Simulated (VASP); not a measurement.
# ZnSe (F-43m) in VASP: notebook

Runs on ZnSe. Level: PBE+D3(BJ). Tasks: relaxation of cell and atoms.

Program: VASP 6.6.1. These are calculated values, not measurements. Logs are shortened: lines on timing, memory, paths and dates and some standing lists are left out, and cuts for length are marked.

## Step 1: The structure

Symmetry: F-43m, No. 216, cubic system. The conventional cell has a = 5.668 Å, b = 5.668 Å, c = 5.668 Å, α = 90.00°, β = 90.00°, γ = 90.00°. Zn (site symmetry -43m) has 4 Se at 2.45 Å as nearest neighbours. Se (site symmetry -43m) has 4 Zn at 2.45 Å as nearest neighbours.

## Step 2: Relaxation of cell and atoms, PBE+D3(BJ)

Contents of INCAR:

```
SYSTEM = ZnSe
PREC = Accurate
ENCUT = 520
EDIFF = 1E-7
ISMEAR = 0
SIGMA = 0.02
LREAL = .FALSE.
LASPH = .TRUE.
NELM = 80
ALGO = Fast
ISIF = 3
LWAVE = .FALSE.
LCHARG = .FALSE.
GGA = PE
IVDW = 12
IBRION = 2
NSW = 80
EDIFFG = -0.002
```

Contents of KPOINTS:

```
regular mesh
0
G
  10 10 10
  0 0 0
```

Contents of POSCAR:

```
ZnSe
1.0
    0.0000000000      2.8338000000      2.8338000000
    2.8338000000      0.0000000000      2.8338000000
    2.8338000000      2.8338000000      0.0000000000
Zn Se
1 1
Direct
    0.0000000000      0.0000000000      0.0000000000
    0.2500000000      0.2500000000      0.2500000000
```

Potentials or basis: VASP PAW PBE potentials, release 64 (Zn, Se).

Launch:

```console
> cat potpaw_PBE.64/Zn/POTCAR potpaw_PBE.64/Se/POTCAR > POTCAR
> mpirun -np 1 vasp_std > vasp.out
```

OUTCAR:

```text
SYSTEM = ZnSe
   PREC = Accurate
   ENCUT = 520
   EDIFF = 1E-7
   ISMEAR = 0
   LREAL = .FALSE.
   LASPH = .TRUE.
   NELM = 80
   ISIF = 3
   GGA = PE
   IVDW = 12
   IBRION = 2
   NSW = 80
   EDIFFG = -0.002
 IVDW          = 12

 ion  position               nearest neighbor table
   1  0.000  0.000  0.000-   2 2.45   2 2.45   2 2.45   2 2.45
   2  0.250  0.250  0.250-   1 2.45   1 2.45   1 2.45   1 2.45

  LATTYP: Found a face centered cubic cell.
 ALAT       =     5.6676000000

  Lattice vectors:

 A1 = (   0.0000000000,   2.8338000000,   2.8338000000)
 A2 = (   2.8338000000,   0.0000000000,   2.8338000000)
 A3 = (   2.8338000000,   2.8338000000,   0.0000000000)

Analysis of symmetry for initial positions (statically):
=====================================================================
 Subroutine PRICEL returns:
 Original cell was already a primitive cell.

 Routine SETGRP: Setting up the symmetry group for a
 face centered cubic supercell.

 Subroutine GETGRP returns: Found 24 space group operations
 (whereof 24 operations were pure point group operations)
 out of a pool of 48 trial point group operations.

The static configuration has the point symmetry T_d .

Analysis of symmetry for dynamics (positions and initial velocities):
=====================================================================
 Subroutine PRICEL returns:
 Original cell was already a primitive cell.

 Routine SETGRP: Setting up the symmetry group for a
 face centered cubic supercell.

 Subroutine GETGRP returns: Found 24 space group operations
 (whereof 24 operations were pure point group operations)
 out of a pool of 48 trial point group operations.

The dynamic configuration has the point symmetry T_d .

 Subroutine INISYM returns: Found 24 space group operations
 (whereof 24 operations are pure point group operations),
 and found     1 'primitive' translations

----------------------------------------------------------------------------------------

                                     Primitive cell

  volume of cell :      45.5132

  direct lattice vectors                    reciprocal lattice vectors
     0.000000000  2.833800000  2.833800000    -0.176441527  0.176441527  0.176441527
     2.833800000  0.000000000  2.833800000     0.176441527 -0.176441527  0.176441527
     2.833800000  2.833800000  0.000000000     0.176441527  0.176441527 -0.176441527

  length of vectors
     4.007598393  4.007598393  4.007598393     0.305605690  0.305605690  0.305605690

  position of ions in fractional coordinates (direct lattice)
     0.000000000  0.000000000  0.000000000
     0.250000000  0.250000000  0.250000000

  ion indices of the primitive-cell ions
   primitive index   ion index
                 1           1
                 2           2

----------------------------------------------------------------------------------------

 KPOINTS: regular mesh

Automatic generation of k-mesh.
 Grid dimensions read from file:
 generate k-points for:   10   10   10

 Generating k-lattice:

  Cartesian coordinates                     Fractional coordinates (reciprocal lattice)
    -0.017644153  0.017644153  0.017644153     0.100000000  0.000000000  0.000000000
     0.017644153 -0.017644153  0.017644153     0.000000000  0.100000000  0.000000000
     0.017644153  0.017644153 -0.017644153     0.000000000  0.000000000  0.100000000

  Length of vectors
     0.030560569  0.030560569  0.030560569

  Shift w.r.t. Gamma in fractional coordinates (k-lattice)
     0.000000000  0.000000000  0.000000000

 Subroutine IBZKPT returns following result:
 ===========================================

 Found     47 irreducible k-points:

 Following reciprocal coordinates:
            Coordinates               Weight
  0.000000  0.000000  0.000000      1.000000
  0.100000  0.000000  0.000000      8.000000
  0.200000  0.000000  0.000000      8.000000
  0.300000  0.000000  0.000000      8.000000
  0.400000  0.000000  0.000000      8.000000
  0.500000  0.000000  0.000000      4.000000
[... 16 lines left out ...]
  0.300000  0.300000  0.000000      6.000000
  0.400000  0.300000  0.000000     24.000000
 [... further k-points ...]
   k-points           NKPTS =     47   k-points in BZ     NKDIM =     47   number of bands    NBANDS=     13
   number of dos      NEDOS =    301   number of ions     NIONS =      2
   total plane-waves  NPLWV =  27000
   dimension x,y,z NGX =    30 NGY =   30 NGZ =   30
   dimension x,y,z NGXF=    60 NGYF=   60 NGZF=   60
   ions per type =               1   1
   NGX,Y,Z   is equivalent  to a cutoff of  12.44, 12.44, 12.44 a.u.
   NGXF,Y,Z  is equivalent  to a cutoff of  24.89, 24.89, 24.89 a.u.
 SYSTEM =  ZnSe
   PREC   = accura    normal or accurate (medium, high low for compatibility)
   ISTART =      0    job   : 0-new  1-cont  2-samecut
   ICHARG =      2    charge: 1-file 2-atom 10-const
   ISPIN  =      1    spin polarized calculation?
   LNONCOLLINEAR =      F non collinear calculations
   LSORBIT =      F    spin-orbit coupling
   LASPH  =      T    aspherical Exc in radial PAW
   ENCUT  =  520.0 eV  38.22 Ry    6.18 a.u.   7.45  7.45  7.45*2*pi/ulx,y,z
   NELM   =     80;   NELMIN=  2; NELMDL= -5     # of ELM steps
   EDIFF  = 0.1E-06   stopping-criterion for ELM
   LREAL  =      F    real-space projection
   EDIFFG = -.2E-02   stopping-criterion for IOM
   NSW    =     80    number of steps for IOM
   IBRION =      2    ionic relax: 0-MD 1-quasi-New 2-CG
   NFREE  =      1    steps in history (QN), initial steepest desc. (CG)
   ISIF   =      3    stress and relaxation
   ISYM   =      2    0-nonsym 1-usesym 2-fastsym
   POTIM  = 0.5000    time-step for ionic-motion
   TEBEG  =    0.0;   TEEND  =   0.0 temperature during run
   PSTRESS=    0.0 pullay stress
   NELECT =      18.0000    total number of electrons
   NUPDOWN=      -1.0000    fix difference up-down
   EMIN   =  10.00;   EMAX   =-10.00  energy-range for DOS
   EFERMI =   0.00;   METHOD = LEGACY
   ISMEAR =     0;   SIGMA  =   0.02  broadening in eV -4-tet -1-fermi 0-gaus
   EFERMI_NEDOS =   21; number of points for ismear=-14 and -15
   IALGO  =     68    algorithm
   IMIX   =      4    mixing-type and parameters
     AMIX     =   0.40;   BMIX     =  1.00
     AMIX_MAG =   1.60;   BMIX_MAG =  1.00
  volume/ion in A,a.u.               =      22.76       153.57
  Fermi-wavevector in a.u.,A,eV,Ry     =   1.201673  2.270834 19.647073  1.444019
  Thomas-Fermi vector in A             =   2.337476
   LORBIT       =      0    0 simple, 1 ext, 2 COOP (PROOUT), +10 PAW based schemes
   GGA     = PE    functional components
   LHFCALC =     F    Hartree Fock is set to
   AEXX    =    0.0000 exact exchange contribution
   IVDW    =    12    specifies the selected vdW correction
   LEPSILON=     F    determine dielectric tensor
   LRPA    =     F    only Hartree local field effects (RPA)
 conjugate gradient relaxation of ions
 non-spin polarized calculation
 RMM-DIIS sequential band-by-band and
 Gauss-broadening in eV      SIGMA  =   0.02
  energy-cutoff  :      520.00
  volume of cell :       45.51
 maximum number of plane-waves:      1244
 NGX is ok and might be reduce to    30
   NGX = 15   NGY = 15   NGZ = 15

--------------------------------------- Ionic step        1  -------------------------------------------

 number of electron      18.0000012 magnetization

 Free energy of the ion-electron system (eV)
  ---------------------------------------------------
  ext. energy  EPLUGINS =         0.00000000
  ---------------------------------------------------
  free energy    TOTEN  =        -6.02076840 eV

  energy without entropy =       -6.02076840  energy(sigma->0) =       -6.02076840

------------------------ aborting loop because EDIFF is reached ----------------------------------------

 Edisp (eV)   -0.64454

 E8    (eV) :    -0.2695

  FORCE on cell =-STRESS in cart. coord.  units (eV):
  Direction    XX          YY          ZZ          XY          YZ          ZX
  --------------------------------------------------------------------------------------
  -------------------------------------------------------------------------------------
  Total      -0.04044    -0.04044    -0.04044     0.00000     0.00000     0.00000
  in kB      -1.42349    -1.42349    -1.42349     0.00000     0.00000     0.00000
  external pressure =       -1.42 kB  Pullay stress =        0.00 kB
[... 181 lines left out ...]
  energy  without entropy=       -6.6653851239  energy(sigma->0) =       -6.66538512

--------------------------------------- Ionic step        6  -------------------------------------------

 number of electron      18.0000010 magnetization

 Free energy of the ion-electron system (eV)
  ---------------------------------------------------
  ext. energy  EPLUGINS =         0.00000000
  ---------------------------------------------------
  free energy    TOTEN  =        -6.01893562 eV

  energy without entropy =       -6.01893562  energy(sigma->0) =       -6.01893562

 E-fermi :   1.7213     XC(G=0):  -9.3340

 val. band max:        1.6353792092   @ k =   0.0000   0.0000   0.0000
 cond. band min:       2.9367414304   @ k =   0.0000   0.0000   0.0000
 fundamental gap:      1.3013622212
 Fermi energy:         1.7213100464

 k-point     1 :       0.0000    0.0000    0.0000
  band No.  band energies     occupation
      1     -11.6410      2.00000
      2      -4.9195      2.00000
      3      -4.9195      2.00000
      4      -4.9195      2.00000
      5      -4.5473      2.00000
      6      -4.5473      2.00000
      7       1.6354      2.00000
      8       1.6354      2.00000
      9       1.6354      2.00000
     10       2.9367      0.00000
     11       7.4355      0.00000
     12       7.4355      0.00000
     13       7.4355      0.00000
[... 353 lines left out ...]
 k-point    24 :       0.4000    0.3000    0.0000
  band No.  band energies     occupation
      1     -10.8159      2.00000
      2      -4.8904      2.00000
      3      -4.7349      2.00000
      4      -4.7246      2.00000
      5      -4.5170      2.00000
      6      -4.5106      2.00000
      7      -2.3855      2.00000
      8      -0.3613      2.00000
      9      -0.1388      2.00000
     10       5.1884      0.00000
     11       5.7884      0.00000
     12       9.9011      0.00000
     13      10.8466      0.00000

 [... further k-points ...]

------------------------ aborting loop because EDIFF is reached ----------------------------------------

 Edisp (eV)   -0.64645

 E8    (eV) :    -0.2703

  FORCE on cell =-STRESS in cart. coord.  units (eV):
  Direction    XX          YY          ZZ          XY          YZ          ZX
  --------------------------------------------------------------------------------------
  -------------------------------------------------------------------------------------
  Total       0.00266     0.00266     0.00266    -0.00000     0.00000     0.00000
  in kB       0.09405     0.09405     0.09405    -0.00000     0.00000     0.00000
  external pressure =        0.09 kB  Pullay stress =        0.00 kB
[... 17 lines left out ...]
  FREE ENERGIE OF THE ION-ELECTRON SYSTEM (eV)
  ---------------------------------------------------
  free  energy   TOTEN  =        -6.6653855948 eV

  energy  without entropy=       -6.6653855948  energy(sigma->0) =       -6.66538559

 reached required accuracy - stopping structural energy minimisation
```

Run time: 82 s. Hardware: 1 thread of Intel Xeon Platinum 8488C (Sapphire Rapids), shared host; peak memory 0.19 GiB.

Results:

| Item | Value |
| --- | --- |
| Free energy | -6.6654 eV |
| Relaxed volume | 22.70 Å³/atom |
| Relaxed cell | a = 4.004 Å, b = 4.004 Å, c = 4.004 Å, α = 60.00°, β = 60.00°, γ = 60.00° |
| Space group after relaxing (to 0.05 Å) | F-43m (No. 216) |
| Energy gained by relaxing | 0.0 meV/atom |
| Ionic steps | 6 |
| Pressure after relaxing | 0.0 GPa |
| Band gap on the k mesh | 1.30 eV, direct |
| Dispersion energy per atom | -0.323 eV |

Final structure:
```
CELL_PARAMETERS angstrom
0.00000 2.83129 2.83129
2.83129 0.00000 2.83129
2.83129 2.83129 0.00000
ATOMIC_POSITIONS crystal
Zn 0.00000 0.00000 0.00000
Se 0.25000 0.25000 0.25000
```

As with any semilocal functional, this PBE gap is likely too small.

## Step 3: Relaxation of cell and atoms, PBE+D3(BJ)

This run uses another cell than the first one, of 22.70 Å³/atom, 0.997 times its volume.

INCAR is that of step 2.

KPOINTS is that of step 2.

Contents of POSCAR:

```
ZnSe                                    
1.0
    0.0000000000      2.8312916712      2.8312916712
    2.8312916712      0.0000000000      2.8312916712
    2.8312916712      2.8312916712      0.0000000000
  Zn              Se            
     1     1
Direct
     0.0000000000000000    0.0000000000000000    0.0000000000000000
     0.2500000000000000    0.2500000000000000    0.2500000000000000
```

Potentials or basis: VASP PAW PBE potentials, release 64 (Zn, Se).

Launch:

```console
> cat potpaw_PBE.64/Zn/POTCAR potpaw_PBE.64/Se/POTCAR > POTCAR
> mpirun -np 1 vasp_std > vasp.out
```

Wall time 54 s (1 thread of Intel Xeon Platinum 8488C (Sapphire Rapids), shared host); peak memory 0.2 GiB.

It converged, with:

- Free energy: -6.6654 eV
- Energy gained by relaxing: 0.0 meV/atom
- Ionic steps: 4
- Pressure after relaxing: 0.0 GPa
- Band gap on the k mesh: 1.30 eV, direct
- Dispersion energy per atom: -0.323 eV

Final structure:
```cif
data_structure
_symmetry_space_group_name_H-M 'P 1'
_symmetry_Int_Tables_number 1
_cell_length_a 4.0041
_cell_length_b 4.0041
_cell_length_c 4.0041
_cell_angle_alpha 60.000
_cell_angle_beta 60.000
_cell_angle_gamma 60.000
_cell_volume 45.40
loop_
_atom_site_label
_atom_site_type_symbol
_atom_site_fract_x
_atom_site_fract_y
_atom_site_fract_z
_atom_site_occupancy
Zn1 Zn 0.00000 0.00000 0.00000 1
Se1 Se 0.25000 0.25000 0.25000 1
```

Levels at points of the mesh, in eV from the valence-band top:
```csv
k point,band 7,band 8,band 9,band 10,band 11,band 12
"(0.00, 0.00, 0.00)",0.00,0.00,0.00,1.30,5.80,5.80
"(0.50, 0.00, 0.00)",-5.24,-0.87,-0.87,2.55,6.38,6.38
"(0.50, 0.50, 0.00)",-4.76,-2.20,-2.20,2.98,3.46,10.76
```

Expect the measured gap to be larger: semilocal functionals such as PBE lack the derivative discontinuity.
